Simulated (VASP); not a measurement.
# Se (P6_3/mmc) in VASP: further runs

One crystal, Se, is run at these levels: RPBE; tasks: single point.

Everything below comes from runs of VASP 6.6.1. Logs are shortened: lines on timing, memory, paths and dates and some standing lists are left out, and cuts for length are marked.

## (1) The structure

It takes space group P6_3/mmc (No. 194, hexagonal). Conventional cell: a = 3.716 Å, b = 3.716 Å, c = 3.859 Å, α = 90.00°, β = 90.00°, γ = 120.00°. Se (site symmetry -6m2) has 6 Se at 2.89 Å as nearest neighbours.

This isn't the form of Se at room conditions, which is trigonal, of chains.

## (2) Single point, RPBE

INCAR

```
PREC = Accurate ; ENCUT = 520
EDIFF = 1E-6 ; ISMEAR = -1
SIGMA = 0.1 ; LREAL = False
LASPH = True ; NELM = 100
ALGO = Fast ; ISIF = 2
LWAVE = False ; LCHARG = True
GGA = RP ; LELF = True
LVHAR = True ; NBANDS = 13
```

KPOINTS

```
Automatic mesh
0
Gamma
  16 16 13
```

POSCAR

```
Se
1.0
    3.7163781840      0.0000000000      0.0000000000
   -1.8581890920      3.2184779174      0.0000000000
    0.0000000000      0.0000000000      3.8594801597
Se
2
Direct
    0.3333333333      0.6666666667      0.2500000000
    0.6666666667      0.3333333333      0.7500000000
```

Potentials or basis: VASP PAW PBE potentials, release 64 (Se).

On the command line:

```bash
$ cat potpaw_PBE.64/Se/POTCAR > POTCAR
$ mpirun -np 1 vasp_std > vasp.out
```

OUTCAR:

```text
PREC = Accurate
   ENCUT = 520
   EDIFF = 1E-6
   ISMEAR = -1
   LREAL = False
   LASPH = True
   NELM = 100
   ISIF = 2
   GGA = RP

 ion  position               nearest neighbor table
   1  0.333  0.667  0.250-
   2  0.667  0.333  0.750-

  LATTYP: Found a hexagonal cell.
 ALAT       =     3.7163781840
 C/A-ratio  =     1.0385057625

  Lattice vectors:

 A1 = (   3.7163781840,   0.0000000000,   0.0000000000)
 A2 = (  -1.8581890920,   3.2184779174,   0.0000000000)
 A3 = (   0.0000000000,   0.0000000000,   3.8594801597)

Analysis of symmetry for initial positions (statically):
=====================================================================
 Subroutine PRICEL returns:
 Original cell was already a primitive cell.

 Routine SETGRP: Setting up the symmetry group for a
 hexagonal supercell.

 Subroutine GETGRP returns: Found 24 space group operations
 (whereof 12 operations were pure point group operations)
 out of a pool of 24 trial point group operations.

The static configuration has the point symmetry D_3d.
 The point group associated with its full space group is D_6h.

Analysis of symmetry for dynamics (positions and initial velocities):
=====================================================================
 Subroutine PRICEL returns:
 Original cell was already a primitive cell.

 Routine SETGRP: Setting up the symmetry group for a
 hexagonal supercell.

 Subroutine GETGRP returns: Found 24 space group operations
 (whereof 12 operations were pure point group operations)
 out of a pool of 24 trial point group operations.

The dynamic configuration has the point symmetry D_3d.
 The point group associated with its full space group is D_6h.

 Subroutine INISYM returns: Found 24 space group operations
 (whereof 12 operations are pure point group operations),
 and found     1 'primitive' translations

----------------------------------------------------------------------------------------

                                     Primitive cell

  volume of cell :      46.1636

  direct lattice vectors                    reciprocal lattice vectors
     3.716378184  0.000000000  0.000000000     0.269079182  0.155352938  0.000000000
    -1.858189092  3.218477917  0.000000000     0.000000000  0.310705876  0.000000000
     0.000000000  0.000000000  3.859480160     0.000000000  0.000000000  0.259102252

  length of vectors
     3.716378184  3.716378184  3.859480160     0.310705876  0.310705876  0.259102252

  position of ions in fractional coordinates (direct lattice)
     0.333333333  0.666666667  0.250000000
     0.666666667  0.333333333  0.750000000

  ion indices of the primitive-cell ions
   primitive index   ion index
                 1           1
                 2           2

----------------------------------------------------------------------------------------

 KPOINTS: Automatic mesh

Automatic generation of k-mesh.
 Grid dimensions read from file:
 generate k-points for:   16   16   13

 Generating k-lattice:

  Cartesian coordinates                     Fractional coordinates (reciprocal lattice)
     0.016817449  0.009709559  0.000000000     0.062500000  0.000000000  0.000000000
     0.000000000  0.019419117  0.000000000     0.000000000  0.062500000  0.000000000
     0.000000000  0.000000000  0.019930942     0.000000000  0.000000000  0.076923077

  Length of vectors
     0.019419117  0.019419117  0.019930942

  Shift w.r.t. Gamma in fractional coordinates (k-lattice)
     0.000000000  0.000000000  0.000000000

 Subroutine IBZKPT returns following result:
 ===========================================

 Found    210 irreducible k-points:

 Following reciprocal coordinates:
            Coordinates               Weight
  0.000000  0.000000  0.000000      1.000000
  0.062500  0.000000  0.000000      6.000000
  0.125000  0.000000  0.000000      6.000000
  0.187500  0.000000  0.000000      6.000000
  0.250000  0.000000  0.000000      6.000000
  0.312500 -0.000000  0.000000      6.000000
[... 16 lines left out ...]
  0.187500  0.187500  0.000000      6.000000
  0.250000  0.187500  0.000000     12.000000
 [... further k-points ...]
   k-points           NKPTS =    210   k-points in BZ     NKDIM =    210   number of bands    NBANDS=     13
   number of dos      NEDOS =    301   number of ions     NIONS =      2
   total plane-waves  NPLWV =  23520
   dimension x,y,z NGX =    28 NGY =   28 NGZ =   30
   dimension x,y,z NGXF=    56 NGYF=   56 NGZF=   60
   ions per type =               2
   NGX,Y,Z   is equivalent  to a cutoff of  12.53, 12.53, 12.92 a.u.
   NGXF,Y,Z  is equivalent  to a cutoff of  25.05, 25.05, 25.84 a.u.
 SYSTEM =  unknown system
   PREC   = accura    normal or accurate (medium, high low for compatibility)
   ISTART =      0    job   : 0-new  1-cont  2-samecut
   ICHARG =      2    charge: 1-file 2-atom 10-const
   ISPIN  =      1    spin polarized calculation?
   LNONCOLLINEAR =      F non collinear calculations
   LSORBIT =      F    spin-orbit coupling
   LASPH  =      T    aspherical Exc in radial PAW
   ENCUT  =  520.0 eV  38.22 Ry    6.18 a.u.   6.91  6.91  7.18*2*pi/ulx,y,z
   NELM   =    100;   NELMIN=  2; NELMDL= -5     # of ELM steps
   EDIFF  = 0.1E-05   stopping-criterion for ELM
   LREAL  =      F    real-space projection
   EDIFFG = 0.1E-04   stopping-criterion for IOM
   NSW    =      0    number of steps for IOM
   IBRION =     -1    ionic relax: 0-MD 1-quasi-New 2-CG
   NFREE  =      0    steps in history (QN), initial steepest desc. (CG)
   ISIF   =      2    stress and relaxation
   ISYM   =      2    0-nonsym 1-usesym 2-fastsym
   POTIM  = 0.5000    time-step for ionic-motion
   TEBEG  =    0.0;   TEEND  =   0.0 temperature during run
   PSTRESS=    0.0 pullay stress
   NELECT =      12.0000    total number of electrons
   NUPDOWN=      -1.0000    fix difference up-down
   EMIN   =  10.00;   EMAX   =-10.00  energy-range for DOS
   EFERMI =   0.00;   METHOD = LEGACY
   ISMEAR =    -1;   SIGMA  =   0.10  broadening in eV -4-tet -1-fermi 0-gaus
   EFERMI_NEDOS =   21; number of points for ismear=-14 and -15
   IALGO  =     68    algorithm
   IMIX   =      4    mixing-type and parameters
     AMIX     =   0.40;   BMIX     =  1.00
     AMIX_MAG =   1.60;   BMIX_MAG =  1.00
  volume/ion in A,a.u.               =      23.08       155.76
  Fermi-wavevector in a.u.,A,eV,Ry     =   1.044806  1.974396 14.852375  1.091619
  Thomas-Fermi vector in A             =   2.179574
   LORBIT       =      0    0 simple, 1 ext, 2 COOP (PROOUT), +10 PAW based schemes
   GGA     = RP    functional components
   LHFCALC =     F    Hartree Fock is set to
   AEXX    =    0.0000 exact exchange contribution
   IVDW    =     0    specifies the selected vdW correction
   LEPSILON=     F    determine dielectric tensor
   LRPA    =     F    only Hartree local field effects (RPA)
 non-spin polarized calculation
 RMM-DIIS sequential band-by-band and
  energy-cutoff  :      520.00
  volume of cell :       46.16
 maximum number of plane-waves:      1262
 NGX is ok and might be reduce to    28
   NGX = 13   NGY = 13   NGZ = 15

 number of electron      12.0000001 magnetization

 Free energy of the ion-electron system (eV)
  ---------------------------------------------------
  ext. energy  EPLUGINS =         0.00000000
  ---------------------------------------------------
  free energy    TOTEN  =        -5.51692712 eV

  energy without entropy =       -5.47789701  energy(sigma->0) =       -5.49741207

 E-fermi :   4.3986     XC(G=0):  -9.7669

 val. band max:        4.3802093032   @ k =   0.1875   0.0000   0.0769
 cond. band min:       4.4028309423   @ k =   0.3750   0.0625   0.3077
 fundamental gap:      0.0226216392
 Fermi energy:         4.3986303719

 k-point     1 :       0.0000    0.0000    0.0000
  band No.  band energies     occupation
      1     -11.2547      2.00000
      2      -5.8325      2.00000
      3      -0.1216      2.00000
      4       2.1351      2.00000
      5       2.1351      2.00000
      6       5.1724      0.00087
      7       5.1724      0.00087
      8       7.5779      0.00000
      9       8.7848      0.00000
     10      11.6578      0.00000
     11      14.3773      0.00000
     12      14.3773      0.00000
     13      16.0248      0.00000

 k-point     2 :       0.0625    0.0000    0.0000
  band No.  band energies     occupation
      1     -11.2144      2.00000
      2      -5.8771      2.00000
      3      -0.0777      2.00000
      4       2.0195      2.00000
      5       2.0472      2.00000
      6       5.0774      0.00225
      7       5.2681      0.00033
      8       7.4464      0.00000
      9       8.9462      0.00000
     10      11.8589      0.00000
     11      14.1061      0.00000
     12      14.3928      0.00000
     13      15.9370      0.00000

 k-point     3 :       0.1250    0.0000    0.0000
  band No.  band energies     occupation
      1     -11.0947      2.00000
      2      -6.0125      2.00000
      3       0.0530      2.00000
      4       1.7250      2.00000
      5       1.8242      2.00000
      6       4.8331      0.02561
      7       5.5086      0.00003
      8       7.0800      0.00000
      9       9.3810      0.00000
     10      12.1778      0.00000
     11      13.8310      0.00000
     12      14.4735      0.00000
     13      15.5769      0.00000
[... 305 lines left out ...]
 k-point    23 :       0.1875    0.1875    0.0000
  band No.  band energies     occupation
      1     -10.2351      2.00000
      2      -7.0109      2.00000
      3       0.1054      2.00000
      4       1.0021      2.00000
      5       1.4753      2.00000
      6       4.2390      1.66286
      7       5.1264      0.00138
      8       5.9452      0.00000
      9      11.0271      0.00000
     10      11.1418      0.00000
     11      13.1358      0.00000
     12      16.3030      0.00000
     13      16.4667      0.00000

 k-point    24 :       0.2500    0.1875    0.0000
  band No.  band energies     occupation
      1      -9.9004      2.00000
      2      -7.3873      2.00000
      3      -0.3224      2.00000
      4       1.3783      2.00000
      5       1.6243      2.00000
      6       4.0042      1.96200
      7       4.5504      0.35960
      8       5.9843      0.00000
      9      10.6645      0.00000
     10      11.8098      0.00000
     11      12.6172      0.00000
     12      16.4364      0.00000
     13      17.5771      0.00000

 [... further k-points ...]

------------------------ aborting loop because EDIFF is reached ----------------------------------------

  FORCE on cell =-STRESS in cart. coord.  units (eV):
  Direction    XX          YY          ZZ          XY          YZ          ZX
  --------------------------------------------------------------------------------------
  -------------------------------------------------------------------------------------
  Total        0.0592401      0.0592401     -0.2341246      0.0000000      0.0000000      0.0000000
  in kB        2.0560183      2.0560183     -8.1256552      0.0000000      0.0000000      0.0000000
  external PRESSURE =      -1.3378729 kB  Pullay stress =       0.0000000 kB

 VOLUME and BASIS-vectors are now :
 -----------------------------------------------------------------------------
  energy-cutoff  :      520.00
  volume of cell :       46.16
      direct lattice vectors                 reciprocal lattice vectors
     3.716378184  0.000000000  0.000000000     0.269079182  0.155352938  0.000000000
    -1.858189092  3.218477917  0.000000000     0.000000000  0.310705876  0.000000000
     0.000000000  0.000000000  3.859480160     0.000000000  0.000000000  0.259102252

 POSITION                                       TOTAL-FORCE (eV/Angst)
 -----------------------------------------------------------------------------------
     -0.00000      2.14565      0.96487        -0.000000     -0.000000      0.000000
      1.85819      1.07283      2.89461         0.000000      0.000000      0.000000
 -----------------------------------------------------------------------------------
    total drift:                               -0.000000      0.000000      0.000000

  FREE ENERGIE OF THE ION-ELECTRON SYSTEM (eV)
  ---------------------------------------------------
  free  energy   TOTEN  =        -5.5169271180 eV

  energy  without entropy=       -5.4778970120  energy(sigma->0) =       -5.49741207
```

It took 56 s on 1 thread of Intel Xeon Platinum 8488C (Sapphire Rapids), shared host; peak memory 0.23 GiB.

What came out:

| Property | Result |
| --- | --- |
| Free energy | -5.5169 eV |
| Pressure | -0.1 GPa |
| Band gap on the k mesh | none (metal or under the smearing width) |

Stress tensor (GPa, compression positive):
```
 0.21  0.00  0.00
 0.00  0.21  0.00
 0.00  0.00 -0.81
```

Caveat: the PAW data sets were made with another functional, which shifts forces and pressure a little.

(Continued in part 2 of 2.)
